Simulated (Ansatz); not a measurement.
# Co: equation of state with PBE

Crystal: Co.

```
Co
1.0
     2.47200    0.00000    0.00000
    -1.23600    2.14081    0.00000
     0.00000    0.00000    4.02114
Co
2
Direct
  0.66667 0.33333 0.75000
  0.33333 0.66667 0.25000
```

```json
{
  "Program": "Ansatz 0.2.0",
  "Task": "equation of state",
  "Functional": "PBE",
  "Potentials or basis": "all-electron LAPW, scalar-relativistic",
  "Basis error allowed": "0.0005 eV/atom",
  "k mesh": "12 × 12 × 7",
  "Occupations": "fermi-dirac, width 0.05 eV",
  "Spin": "collinear spin, ferromagnetic start",
  "Starting moments": "[2.0, 2.0] μB"
}
```

```yaml
Equilibrium_volume: 10.87 Å³/atom
Bulk_modulus_at_fixed_shape_and_positions: 208 GPa
Pressure_derivative_of_the_bulk_modulus: 4.2
```

Energy against volume, from the lowest point:
```
volume (Å³/atom)  energy (meV/atom)
          10.002              52.02
          10.215              28.56
          10.427              12.55
          10.640               3.24
          10.853               0.00
          11.066               2.22
          11.279               9.37
```

All runs of the series together: 2.7 min on 2 threads of Arm Neoverse V1 (shared host).

Caveat: the cell was scaled at fixed shape and fractional positions, which overstates the stiffness of a crystal with free parameters, most of all of layers and chains.
